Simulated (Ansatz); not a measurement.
**Structure search for RbH2**

The calculation used DFT PBE, scalar-relativistic, plane waves, PAW (Ansatz 0.2.0). All cells share a 420 eV cutoff and Γ-centred k meshes spaced at most about 0.3 Å⁻¹ (about 0.25 or finer for metals, 2π included). No spin polarisation.

Energies over the elements count from the elements' standard structures at the same level (H₂ as a molecule), with no fitted energy shifts.

These are static total energies at zero pressure. The comparison covers the computed candidates alone. For metals, differences of a few meV/atom aren't resolved. Weakly bound directions are ill-defined at this level, which has no dispersion term (P4/nmm), and this can change margins and order among such cells. With hydrogen, zero-point motion can shift formation energies by some tens of meV/atom.

Invented guesses were relaxed alike, and ends that match in structure were merged. ΔE counts from the first row. Coordination counts H atoms around Rb (those within 1.25 times the shortest such distance or 1.15 times the sum of covalent radii; a plus sign parts nearer from farther groups; the shortest distance is added where it is long for a bond). The ends were matched against large subsets of the Crystallography Open Database and the Materials Project, so a missing match doesn't prove that a structure is unreported.

```
#                                                             reached from  type and space group  atoms  Å³/atom       coordination  ΔE (meV/atom)  gap on mesh (eV)  in databases
1  ordered vacancies on the cation sites of rock salt, changed on relaxing      P4/nmm (No. 129)      6     43.8  Rb 4+4 from 4.3 Å              0              0.00      no match
2                                                     quartz type (P3_121)      P3_121 (No. 152)      9     41.2  Rb 6+2 from 3.6 Å             65              0.00      no match
3                                                        Nb2Tc type (Fmmm)         Fmmm (No. 69)      3     38.3              Rb 10             73              0.00      no match
4                                           2H molybdenite type (P6_3/mmc)    P6_3/mmc (No. 194)      6     38.8               Rb 6             82              0.00      no match
5                                             cadmium chloride type (R-3m)        R-3m (No. 166)      3     21.1             Rb 2+6            626              0.00      no match
```

The lowest: Space group P4/nmm (No. 129), tetragonal, a = 4.714 Å, c = 11.815 Å. Rb has 4 H at 4.29 Å, 4 Rb at 4.71 Å, 4 H at 4.95 Å and 4 Rb at 5.12 Å; around H lie 1 H at 0.77 Å, 4 H at 3.33 Å, 4 H at 3.42 Å, 2 Rb at 4.29 Å, 4 H at 4.71 Å, 4 H at 4.78 Å and 2 Rb at 4.95 Å. Its energy over the elements is +0.03 eV/atom. A positive value: parting into the elements would lower its energy. An observed structure of this formula, if there is one, may be missing.

```yaml
crystal:
  lattice:
    - [4.71366, 0.00000, 0.00000]
    - [0.00000, 4.71366, 0.00000]
    - [0.00000, 0.00000, 11.81475]
  atoms:
    - { symbol: Rb, position: [0.00000, 0.50000, 0.83561] }
    - { symbol: Rb, position: [0.50000, 0.00000, 0.16439] }
    - { symbol: H, position: [0.00000, 0.00000, 0.53260] }
    - { symbol: H, position: [0.50000, 0.50000, 0.46740] }
    - { symbol: H, position: [0.00000, 0.00000, 0.46740] }
    - { symbol: H, position: [0.50000, 0.50000, 0.53260] }
```

The second: Space group P3_121 (No. 152), trigonal, a = 7.633 Å, c = 7.344 Å. Around Rb lie 6 H at 3.62–3.66 Å and 2 H at 4.24 Å; H is surrounded by 1 H at 0.76 Å and 3 Rb at 3.62–3.66 Å. Counting H atoms around Rb, the first has Rb 4+4 from 4.3 Å and the second has Rb 6+2 from 3.6 Å. The first and the second both hold H–H pairs as short as in free H₂ molecules. Cells relaxed within their symmetry can be saddle points.

```cif
data_structure
_symmetry_space_group_name_H-M 'P3_121'
_symmetry_Int_Tables_number 152
_cell_length_a 7.6328
_cell_length_b 7.6328
_cell_length_c 7.3439
_cell_angle_alpha 90.000
_cell_angle_beta 90.000
_cell_angle_gamma 120.000
_cell_volume 370.53
loop_
_atom_site_label
_atom_site_type_symbol
_atom_site_symmetry_multiplicity
_atom_site_Wyckoff_symbol
_atom_site_fract_x
_atom_site_fract_y
_atom_site_fract_z
_atom_site_occupancy
Rb1 Rb 3 a 0.30485 0.00000 0.33333 1
H1 H 6 c 0.49957 0.52782 0.45492 1
```

Some types were kept out of the candidates beforehand, so the set may lack a known form.
